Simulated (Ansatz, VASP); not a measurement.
## One calculation of Fe, two programs

Contents of INCAR:

```
  PREC = Accurate
  ENCUT = 520
  EDIFF = 1E-6
  ISMEAR = -1
  SIGMA = 0.05
  LREAL = False
  LASPH = True
  NELM = 150
  ALGO = Fast
  ISIF = 2
  LWAVE = False
  LCHARG = True
  ISPIN = 2
  MAGMOM = 2.606 2.606
  LORBIT = 11
  LMAXMIX = 4
  GGA = RE
  LELF = True
  LVHAR = True
  NBANDS = 19
```

Contents of KPOINTS:

```
Automatic mesh
0
Gamma
  23 23 12
```

File POSCAR:

```
Fe
1.0
    2.5365280299      0.0000000000      0.0000000000
   -1.2682640150      2.1966977113      0.0000000000
    0.0000000000      0.0000000000      4.4145004552
Fe
2
Direct
    0.3333333333      0.6666666667      0.2500000000
    0.6666666667      0.3333333333      0.7500000000
```

Input for Ansatz:

```yaml
crystal:
  lattice:
    - [2.5365280299, 0.0, 0.0]
    - [-1.268264015, 2.1966977113, 0.0]
    - [0.0, 0.0, 4.4145004552]
  atoms:
    - { symbol: Fe, position: [0.3333333333, 0.6666666667, 0.25], spin: 2.606 }
    - { symbol: Fe, position: [0.6666666667, 0.3333333333, 0.75], spin: 2.606 }
hamiltonian:
  xc: revpbe
  pseudopotentials:
    kind: paw
    azcp:
      Fe: "pseudopotentials/Fe.paw.azcp"
basis:
  ecutwfc: 420
  fft_grid_basis: typed
kpoints:
  mp_grid: { grid: [23, 23, 12], shift: [0, 0, 0] }
magnetization:
  spin_polarized: true
scf:
  occupations: { method: fermi_dirac, width: 0.05 }
```

This isn't the form of Fe at room conditions, which is bcc.

Alike in both runs: task single point; functional revPBE; k mesh 23 × 23 × 12; occupations fermi-dirac, width 0.05 eV; collinear spin.

|  | VASP | Ansatz |
| --- | --- | --- |
| version | VASP 6.6.1 | Ansatz 0.2.0 |
| potentials or method | VASP PAW PBE potentials, release 64 (Fe) | plane waves (420 eV) with PAW, scalar-relativistic |
| plane-wave cutoff (eV) | 520 | 420 |
| valence electrons in the cell | 16 | 32 |

VASP gave:

* net moment per atom (μB): 2.61
* size of the moment on the site where the two differ most (μB): 2.60

Q: Estimate Ansatz's values.

A: net moment per atom (μB): 2.60; size of the moment on the site where the two differ most (μB): 2.64.

Site moments also hang on the region over which each program counts them. The two sets of potentials don't hold the same shells in valence.
